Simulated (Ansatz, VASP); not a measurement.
## Two plane-wave programs on NiO

```
Ni O
1.0
     2.94991    0.00000    0.00000
     1.47496    2.55470    0.00000
     1.47496    0.85157    2.40859
Ni O
1 1
Direct
  0.00000 0.00000 0.00000
  0.50000 0.50000 0.50000
```

Alike in both runs: task single point; functional PBEsol; k mesh 12 × 12 × 12; occupations fermi-dirac, width 0.15 eV; collinear spin; Hubbard terms Ni d U = 1.0 eV.

|  | VASP | Ansatz |
| --- | --- | --- |
| version | VASP 6.6.1 | Ansatz 0.2.0 |
| potentials or method | VASP PAW PBE potentials, release 64 (Ni, O) | plane waves, PAW |
| plane-wave cutoff (eV) | 520 | 420 |
| valence electrons in the cell | 16 | 24 |

Ansatz gave:

| Item | Value |
| --- | --- |
| gap on the k mesh at the Fermi level (eV) | none |
| net moment per atom (μB) | 0.91 |
| size of the moment on the site where the two differ most (μB) | 1.47 |

Q: What did VASP give for the same quantities?

A: gap on the k mesh at the Fermi level (eV): none; net moment per atom (μB): 0.91; size of the moment on the site where the two differ most (μB): 1.50.

Site moments also hang on the region over which each program counts them. The programs project onto different local orbitals, so the same U acts differently. A gap of «none» marks a metal or a gap that the smearing closes. The two sets of potentials don't hold the same shells in valence. Ansatz warned: «filled_band_counts_differ_across_k_points».

Caveats: a cell with one magnetic atom can't hold antiferromagnetic order, which such compounds often take. The state reached can hang on the start; a lower one may exist.
